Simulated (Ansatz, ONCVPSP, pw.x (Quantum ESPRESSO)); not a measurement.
pw.x on fcc W: one setting changed

Potential: optimised norm-conserving Vanderbilt (ONCV), ONCVPSP 4.0.1.1 (patched build), PBE; core [Kr] 4d10 4f14, reference 5s2 5p6 5d4 6s1.5 6p0.5; waves: 5s+6s: rc 1.60 bohr, ncon 4, nbas 7, qcut 8.6 1/bohr, 2 projectors; 5p+6p: rc 2.30 bohr, ncon 4, nbas 8, qcut 6.4 1/bohr, 2 projectors; 5d: rc 2.92 bohr, ncon 5, nbas 10, qcut 7.3 1/bohr, 1 projector; local part: polynomial inside 1.20 bohr (lpopt 5, dvloc0 1 Ha); core correction: Teter function, fcfact 4, rcfact 1.7.

The reference run (k-mesh 14³, cutoffs 70/280 Ry, Fermi–Dirac 0.01 Ry, mixing_beta 0.4, conv_thr 1e-9, no spin) gives -2.22 GPa at 16.478 Å³/atom, where all-electron LAPW gives -0.06 GPa. This run, with its own iteration cap, changes degauss to 0.02.

```
&control
  calculation='scf', prefix='x', pseudo_dir='./', outdir='./tmp', tstress=.true., disk_io='none'
/
&system
  ibrav=0, nat=1, ntyp=1, ecutwfc=70, ecutrho=280, nbnd=15,
  occupations='smearing', smearing='fd', degauss=0.02
/
&electrons
  conv_thr=1e-09, mixing_beta=0.4, electron_maxstep=70
/
ATOMIC_SPECIES
W 1.0 W.UPF
CELL_PARAMETERS angstrom
  0.00000000 2.01972156 2.01972156
  2.01972156 0.00000000 2.01972156
  2.01972156 2.01972156 0.00000000
ATOMIC_POSITIONS crystal
W 0.0000 0.0000 0.0000
K_POINTS automatic
14 14 14 0 0 0
```

```bash
pw.x < W.scf.in > W.scf.out
```

Q: How does the run end?

A: It converges in 7 iterations; the free energy moves by -103.3 meV/atom and the pressure by +0.88 GPa. In a metal, with Fermi–Dirac smearing, F lies below its zero-width value by a term in the square of the width.

```
Message from routine setup:
     using ibrav=0 with symmetry is DISCOURAGED, use correct ibrav instead
     lattice parameter (alat)  =       5.3977  a.u.
     unit-cell volume          =     111.1991 (a.u.)^3
     number of electrons       =        14.00
     number of Kohn-Sham states=           15
     kinetic-energy cutoff     =      70.0000  Ry
     charge density cutoff     =     280.0000  Ry
     scf convergence threshold =      1.0E-09
     Exchange-correlation= PBE
     number of k points=   104  Fermi-Dirac smearing, width (Ry)=  0.0200
     iteration #  1     ecut=    70.00 Ry     beta= 0.40
     total energy              =    -158.25343678 Ry
     estimated scf accuracy    <       0.05535111 Ry
     iteration #  2     ecut=    70.00 Ry     beta= 0.40
     total energy              =    -158.25406259 Ry
     estimated scf accuracy    <       0.00769835 Ry
     iteration #  3     ecut=    70.00 Ry     beta= 0.40
     total energy              =    -158.25505983 Ry
     estimated scf accuracy    <       0.00034514 Ry
     iteration #  4     ecut=    70.00 Ry     beta= 0.40
     total energy              =    -158.25508564 Ry
     estimated scf accuracy    <       0.00000673 Ry
     iteration #  5     ecut=    70.00 Ry     beta= 0.40
     total energy              =    -158.25508795 Ry
     estimated scf accuracy    <       0.00000023 Ry
     iteration #  6     ecut=    70.00 Ry     beta= 0.40
     total energy              =    -158.25508799 Ry
     estimated scf accuracy    <          3.9E-09 Ry
     iteration #  7     ecut=    70.00 Ry     beta= 0.40
     the Fermi energy is    21.0992 ev
!    total energy              =    -158.25508799 Ry
     estimated scf accuracy    <          4.3E-10 Ry
     smearing contrib. (-TS)   =      -0.01974659 Ry
     The total energy is F=E-TS. E is the sum of the following terms:
     one-electron contribution =     -16.52377681 Ry
     hartree contribution      =      16.97576486 Ry
     xc contribution           =     -40.96415011 Ry
     ewald contribution        =    -117.72317934 Ry
     convergence has been achieved in   7 iterations
          total   stress  (Ry/bohr**3)                   (kbar)     P=      -13.37
     Message from routine punch:
     Nothing written, as per user request (disk_io='none')
```

The run took about 7.8 s on one core of a shared host (AMD EPYC 9R45 96-Core Processor, 96 threads, 376 GiB, load 18).
